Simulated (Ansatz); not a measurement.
GeO2:
```cif
data_Ge2O4
_chemical_formula_sum 'Ge2 O4'
_space_group_name_H-M_alt 'P 1'
_space_group_IT_number 1
_cell_length_a 4.42833
_cell_length_b 4.42833
_cell_length_c 2.88437
_cell_angle_alpha 90.000
_cell_angle_beta 90.000
_cell_angle_gamma 90.000
loop_
_space_group_symop_operation_xyz
  'x, y, z'
loop_
_atom_site_label
_atom_site_type_symbol
_atom_site_fract_x
_atom_site_fract_y
_atom_site_fract_z
_atom_site_occupancy
Ge1 Ge 0.50000 0.50000 0.50000 1
Ge2 Ge 0.00000 0.00000 0.00000 1
O1 O 0.69370 0.69370 0.00000 1
O2 O 0.30630 0.30630 0.00000 1
O3 O 0.80630 0.19370 0.50000 1
O4 O 0.19370 0.80630 0.50000 1
```

Relaxed with PBEsol.

Q: Give the optical modes at the zone centre with their infrared activity from DFPT, PBEsol (plane waves, PAW; program Ansatz).

A: Transverse frequencies, without the LO–TO term; a row sums one degenerate level.

| ω (cm⁻¹) | degeneracy | IR ((D/Å)²/amu) | activity | symmetry |
|---|---|---|---|---|
| 148 | 1 | 0.00 | IR-inactive | B1g |
| 202 | 1 | 0.00 | IR-inactive | B1u |
| 287 | 2 | 40.80 | IR | Eu |
| 348 | 2 | 1.09 | IR | Eu |
| 436 | 1 | 0.00 | IR-inactive | A2g |
| 490 | 1 | 40.99 | IR | A2u |
| 507 | 2 | 0.00 | IR-inactive | Eg |
| 624 | 2 | 35.75 | IR | Eu |
| 627 | 1 | 0.00 | IR-inactive | B1u |
| 671 | 1 | 0.00 | IR-inactive | A1g |
| 817 | 1 | 0.00 | IR-inactive | B2g |

Q: How high does the top mode go among those that the LO–TO term moves?

A: 788 cm⁻¹ for q along x, 788 cm⁻¹ for q along y, 755 cm⁻¹ for q along z.

Space group P4_2/mnm (rutile). The PBEsol relaxation kept the symmetry of its start.

Potentials: the earlier of the program's two PAW sets. The files were generated under PBE; for other functionals the program regenerates the frozen cores, and for LDA and PBEsol the local potential too.
